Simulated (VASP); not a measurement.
# PbSe (Clausthalite) (Fm-3m) in VASP: a series of runs, part 2 of 2

VASP 6.6.1. The steps go on from the part before.

**5. Relaxation of cell and atoms, BLYP+D3(BJ)**

INCAR

```
SYSTEM = PbSe
PREC = Accurate ; ENCUT = 600
EDIFF = 1E-6 ; ISMEAR = -1
SIGMA = 0.05 ; LREAL = .False.
LASPH = .True. ; NELM = 80
ALGO = Normal ; ISIF = 3
LWAVE = .False. ; LCHARG = .False.
GGA = B5 ; ALDAX = 1.0
AGGAX = 1.0 ; AGGAC = 1.0
ALDAC = 0.0 ; IVDW = 12
VDW_S6 = 1.0 ; VDW_S8 = 2.6996
VDW_A1 = 0.4298 ; VDW_A2 = 4.2359
IBRION = 2 ; NSW = 80
EDIFFG = -0.01
```

KPOINTS

```
Automatic mesh
0
Gamma
  8 8 8
  0 0 0
```

POSCAR

```
PbSe
1.0
    0.0000000000      3.0606500000      3.0606500000
    3.0606500000      0.0000000000      3.0606500000
    3.0606500000      3.0606500000      0.0000000000
Pb Se
1 1
Direct
    0.0000000000      0.0000000000      0.0000000000
    0.5000000000      0.5000000000      0.5000000000
```

Potentials or basis: VASP PAW PBE potentials, release 64 (Pb_d, Se).

Launch:

```console
> cat potpaw_PBE.64/Pb_d/POTCAR potpaw_PBE.64/Se/POTCAR > POTCAR
> mpirun -np 1 vasp_std > vasp.out
```

OUTCAR:

```text
SYSTEM = PbSe
   PREC = Accurate
   ENCUT = 600
   EDIFF = 1E-6
   ISMEAR = -1
   LREAL = .False.
   LASPH = .True.
   NELM = 80
   ISIF = 3
   GGA = B5
   IVDW = 12
   IBRION = 2
   NSW = 80
   EDIFFG = -0.01
 IVDW          = 12

 ion  position               nearest neighbor table
   1  0.000  0.000  0.000-   2 3.06   2 3.06   2 3.06   2 3.06   2 3.06   2 3.06
   2  0.500  0.500  0.500-   1 3.06   1 3.06   1 3.06   1 3.06   1 3.06   1 3.06

  LATTYP: Found a face centered cubic cell.
 ALAT       =     6.1213000000

  Lattice vectors:

 A1 = (   0.0000000000,   3.0606500000,   3.0606500000)
 A2 = (   3.0606500000,   0.0000000000,   3.0606500000)
 A3 = (   3.0606500000,   3.0606500000,   0.0000000000)

Analysis of symmetry for initial positions (statically):
=====================================================================
 Subroutine PRICEL returns:
 Original cell was already a primitive cell.

 Routine SETGRP: Setting up the symmetry group for a
 face centered cubic supercell.

 Subroutine GETGRP returns: Found 48 space group operations
 (whereof 48 operations were pure point group operations)
 out of a pool of 48 trial point group operations.

The static configuration has the point symmetry O_h .

Analysis of symmetry for dynamics (positions and initial velocities):
=====================================================================
 Subroutine PRICEL returns:
 Original cell was already a primitive cell.

 Routine SETGRP: Setting up the symmetry group for a
 face centered cubic supercell.

 Subroutine GETGRP returns: Found 48 space group operations
 (whereof 48 operations were pure point group operations)
 out of a pool of 48 trial point group operations.

The dynamic configuration has the point symmetry O_h .

 Subroutine INISYM returns: Found 48 space group operations
 (whereof 48 operations are pure point group operations),
 and found     1 'primitive' translations

----------------------------------------------------------------------------------------

                                     Primitive cell

  volume of cell :      57.3418

  direct lattice vectors                    reciprocal lattice vectors
     0.000000000  3.060650000  3.060650000    -0.163363991  0.163363991  0.163363991
     3.060650000  0.000000000  3.060650000     0.163363991 -0.163363991  0.163363991
     3.060650000  3.060650000  0.000000000     0.163363991  0.163363991 -0.163363991

  length of vectors
     4.328412740  4.328412740  4.328412740     0.282954733  0.282954733  0.282954733

  position of ions in fractional coordinates (direct lattice)
     0.000000000  0.000000000  0.000000000
     0.500000000  0.500000000  0.500000000

  ion indices of the primitive-cell ions
   primitive index   ion index
                 1           1
                 2           2

----------------------------------------------------------------------------------------

 KPOINTS: Automatic mesh

Automatic generation of k-mesh.
 Grid dimensions read from file:
 generate k-points for:    8    8    8

 Generating k-lattice:

  Cartesian coordinates                     Fractional coordinates (reciprocal lattice)
    -0.020420499  0.020420499  0.020420499     0.125000000  0.000000000  0.000000000
     0.020420499 -0.020420499  0.020420499     0.000000000  0.125000000  0.000000000
     0.020420499  0.020420499 -0.020420499     0.000000000  0.000000000  0.125000000

  Length of vectors
     0.035369342  0.035369342  0.035369342

  Shift w.r.t. Gamma in fractional coordinates (k-lattice)
     0.000000000  0.000000000  0.000000000

 Subroutine IBZKPT returns following result:
 ===========================================

 Found     29 irreducible k-points:

 Following reciprocal coordinates:
            Coordinates               Weight
  0.000000  0.000000  0.000000      1.000000
  0.125000  0.000000  0.000000      8.000000
  0.250000  0.000000  0.000000      8.000000
  0.375000  0.000000  0.000000      8.000000
  0.500000  0.000000  0.000000      4.000000
  0.125000  0.125000  0.000000      6.000000
[... 16 lines left out ...]
  0.500000  0.250000  0.125000     48.000000
 -0.375000  0.250000  0.125000     24.000000
 [... further k-points ...]
   k-points           NKPTS =     29   k-points in BZ     NKDIM =     29   number of bands    NBANDS=     14
   number of dos      NEDOS =    301   number of ions     NIONS =      2
   total plane-waves  NPLWV =  46656
   dimension x,y,z NGX =    36 NGY =   36 NGZ =   36
   dimension x,y,z NGXF=    72 NGYF=   72 NGZF=   72
   ions per type =               1   1
   NGX,Y,Z   is equivalent  to a cutoff of  13.83, 13.83, 13.83 a.u.
   NGXF,Y,Z  is equivalent  to a cutoff of  27.65, 27.65, 27.65 a.u.
 SYSTEM =  PbSe
   PREC   = accura    normal or accurate (medium, high low for compatibility)
   ISTART =      0    job   : 0-new  1-cont  2-samecut
   ICHARG =      2    charge: 1-file 2-atom 10-const
   ISPIN  =      1    spin polarized calculation?
   LNONCOLLINEAR =      F non collinear calculations
   LSORBIT =      F    spin-orbit coupling
   LASPH  =      T    aspherical Exc in radial PAW
   ENCUT  =  600.0 eV  44.10 Ry    6.64 a.u.   8.64  8.64  8.64*2*pi/ulx,y,z
   NELM   =     80;   NELMIN=  2; NELMDL= -5     # of ELM steps
   EDIFF  = 0.1E-05   stopping-criterion for ELM
   LREAL  =      F    real-space projection
   EDIFFG = -.1E-01   stopping-criterion for IOM
   NSW    =     80    number of steps for IOM
   IBRION =      2    ionic relax: 0-MD 1-quasi-New 2-CG
   NFREE  =      1    steps in history (QN), initial steepest desc. (CG)
   ISIF   =      3    stress and relaxation
   ISYM   =      2    0-nonsym 1-usesym 2-fastsym
   POTIM  = 0.5000    time-step for ionic-motion
   TEBEG  =    0.0;   TEEND  =   0.0 temperature during run
   PSTRESS=    0.0 pullay stress
   NELECT =      20.0000    total number of electrons
   NUPDOWN=      -1.0000    fix difference up-down
   EMIN   =  10.00;   EMAX   =-10.00  energy-range for DOS
   EFERMI =   0.00;   METHOD = LEGACY
   ISMEAR =    -1;   SIGMA  =   0.05  broadening in eV -4-tet -1-fermi 0-gaus
   EFERMI_NEDOS =   21; number of points for ismear=-14 and -15
   IALGO  =     38    algorithm
   IMIX   =      4    mixing-type and parameters
     AMIX     =   0.40;   BMIX     =  1.00
     AMIX_MAG =   1.60;   BMIX_MAG =  1.00
  volume/ion in A,a.u.               =      28.67       193.48
  Fermi-wavevector in a.u.,A,eV,Ry     =   1.152377  2.177676 18.068159  1.327972
  Thomas-Fermi vector in A             =   2.289028
   LORBIT       =      0    0 simple, 1 ext, 2 COOP (PROOUT), +10 PAW based schemes
   GGA     = B5    functional components
   LHFCALC =     F    Hartree Fock is set to
   AEXX    =    0.0000 exact exchange contribution
   IVDW    =    12    specifies the selected vdW correction
   LEPSILON=     F    determine dielectric tensor
   LRPA    =     F    only Hartree local field effects (RPA)
 conjugate gradient relaxation of ions
 non-spin polarized calculation
  energy-cutoff  :      600.00
  volume of cell :       57.34
 maximum number of plane-waves:      1930
   NGX = 17   NGY = 17   NGZ = 17

--------------------------------------- Ionic step        1  -------------------------------------------

 number of electron      20.0000001 magnetization

 Free energy of the ion-electron system (eV)
  ---------------------------------------------------
  ext. energy  EPLUGINS =         0.00000000
  ---------------------------------------------------
  free energy    TOTEN  =        -7.02844155 eV

  energy without entropy =       -7.02829462  energy(sigma->0) =       -7.02836808

------------------------ aborting loop because EDIFF is reached ----------------------------------------

 Edisp (eV)   -1.73100

 E8    (eV) :    -1.3123
[... 31 lines left out ...]
--------------------------------------- Ionic step        2  -------------------------------------------

 number of electron      20.0000003 magnetization

 E-fermi :   5.3517     XC(G=0):  -8.8181

 val. band max:        5.1110813201   @ k =   0.5000   0.0000   0.0000
 cond. band min:       5.5921898695   @ k =   0.5000   0.0000   0.0000
 fundamental gap:      0.4811085495
 Fermi energy:         5.3516913655

 k-point     1 :       0.0000    0.0000    0.0000
  band No.  band energies     occupation
      1     -11.6610      2.00000
      2     -11.6610      2.00000
      3     -11.6610      2.00000
      4     -11.6595      2.00000
      5     -11.6595      2.00000
      6      -8.2115      2.00000
      7      -1.3173      2.00000
      8       3.3955      2.00000
      9       3.3955      2.00000
     10       3.3955      2.00000
     11       9.6820      0.00000
     12       9.6820      0.00000
     13       9.6820      0.00000
     14      11.9243      0.00000
[... 430 lines left out ...]
--------------------------------------- Ionic step        3  -------------------------------------------

 number of electron      20.0000002 magnetization

 Free energy of the ion-electron system (eV)
  ---------------------------------------------------
  ext. energy  EPLUGINS =         0.00000000
  ---------------------------------------------------
  free energy    TOTEN  =        -7.07129994 eV

  energy without entropy =       -7.07121206  energy(sigma->0) =       -7.07125600

 E-fermi :   5.4417     XC(G=0):  -8.8521

 val. band max:        5.2119697913   @ k =   0.5000   0.0000   0.0000
 cond. band min:       5.6712560038   @ k =   0.5000   0.0000   0.0000
 fundamental gap:      0.4592862125
 Fermi energy:         5.4416578217

 k-point     1 :       0.0000    0.0000    0.0000
  band No.  band energies     occupation
      1     -11.5780      2.00000
      2     -11.5780      2.00000
      3     -11.5780      2.00000
      4     -11.5769      2.00000
      5     -11.5769      2.00000
      6      -8.1794      2.00000
      7      -1.2092      2.00000
      8       3.4568      2.00000
      9       3.4568      2.00000
     10       3.4568      2.00000
     11       9.7963      0.00000
     12       9.7963      0.00000
     13       9.7963      0.00000
     14      12.0046      0.00000
[... 424 lines left out ...]
  FREE ENERGIE OF THE ION-ELECTRON SYSTEM (eV)
  ---------------------------------------------------
  free  energy   TOTEN  =        -8.7639523092 eV

  energy  without entropy=       -8.7638644329  energy(sigma->0) =       -8.76390837

 reached required accuracy - stopping structural energy minimisation
```

Run time: 67 s. Hardware: 1 thread of Intel Xeon Platinum 8375C at 2.90GHz (Ice Lake), shared host; peak memory 0.23 GiB.

What came out:

```yaml
Free_energy: -8.7640 eV
Relaxed_volume: 29.31 Å³/atom
Relaxed_cell: a = 4.360 Å, b = 4.360 Å, c = 4.360 Å, α = 60.00°, β = 60.00°, γ = 60.00°
Space_group_after_relaxing_to_0.05_Å: Fm-3m (No. 225)
Energy_gained_by_relaxing: 2.3 meV/atom
Ionic_steps: 3
Pressure_after_relaxing: 0.0 GPa
Band_gap_on_the_k_mesh: 0.46 eV, direct
Dispersion_energy_per_atom: -0.846 eV
```

The path:
| step | energy change (eV) | largest force (eV/Å) | pressure (GPa) | volume (Å³) |
| --- | --- | --- | --- | --- |
| 1 | 0.0000 | 0.0000 | 1.16 | 57.34 |
| 2 | -0.0040 | 0.0000 | -0.39 | 59.08 |
| 3 | -0.0045 | 0.0000 | 0.00 | 58.62 |

Final structure:
```
Pb Se
1.0
     0.00000    3.08316    3.08316
     3.08316    0.00000    3.08316
     3.08316    3.08316    0.00000
Pb Se
1 1
Direct
  0.00000 0.00000 0.00000
  0.50000 0.50000 0.50000
```

Caveat: the PAW data sets were made with another functional, which shifts forces and pressure a little; spin-orbit coupling is left out, which moves the levels of the heavy elements.

**6. Summary**

```csv
task,level,cell,k mesh,cutoff (eV),smearing,gap on the mesh (eV),pressure (GPa)
single point,PBE,"a = 4.328 Å, angles 60.0°, 2 atoms",4 × 4 × 4,520,fermi-dirac 0.06 eV,0.29,2.3
single point,BLYP+D3(BJ),"a = 4.355 Å, angles 60.0°, 2 atoms",8 × 8 × 8,520,fermi-dirac 0.05 eV,0.45,0.1
single point,PBE+D4,"a = 4.337 Å, angles 60.0°, 2 atoms",8 × 8 × 8,520,fermi-dirac 0.05 eV,0.31,0.0
relaxation of cell and atoms,BLYP+D3(BJ),"relaxed from a = 4.328 Å, angles 60.0°, 2 atoms",8 × 8 × 8,600,fermi-dirac 0.05 eV,0.46,0.0
```

Alike in all rows: potentials or basis VASP PAW PBE potentials, release 64 (Pb_d, Se); no spin polarisation.

Caveats: some runs use coarse meshes; spin-orbit coupling is left out, which moves the levels of the heavy elements; the PAW data sets were made with another functional, which shifts forces and pressure a little (some runs).

Absolute energies hang on the potentials; compare differences alone.

**7. Against experiment**

Step 3. Measured gap of PbSe: 0.28 eV (direct; 300 K; a printed reference work, monograph). This calculation gives 0.45 eV (+0.17 eV). 2 values of this kind are on record (0.15 to 0.28 eV); this one was drawn at random. Spin-orbit coupling on Pb, Se is left out. The value is that of BLYP+D3(BJ) on a finite k mesh, which can miss the band edges, without temperature or zero-point motion.

Step 4. Measured gap of PbSe: 0.15 eV (direct; 4.2 K; a printed reference work, monograph). This calculation gives 0.31 eV (+0.16 eV). 2 values of this kind are on record (0.15 to 0.28 eV); this one was drawn at random. Spin-orbit coupling on Pb, Se is left out. The value is that of PBE+D4 on a finite k mesh, which can miss the band edges, without temperature or zero-point motion.

Step 5. The cell as given is a measured one (28.67 Å³/atom); BLYP+D3(BJ) puts the equilibrium volume +2.2 % from it, thermal expansion not counted.
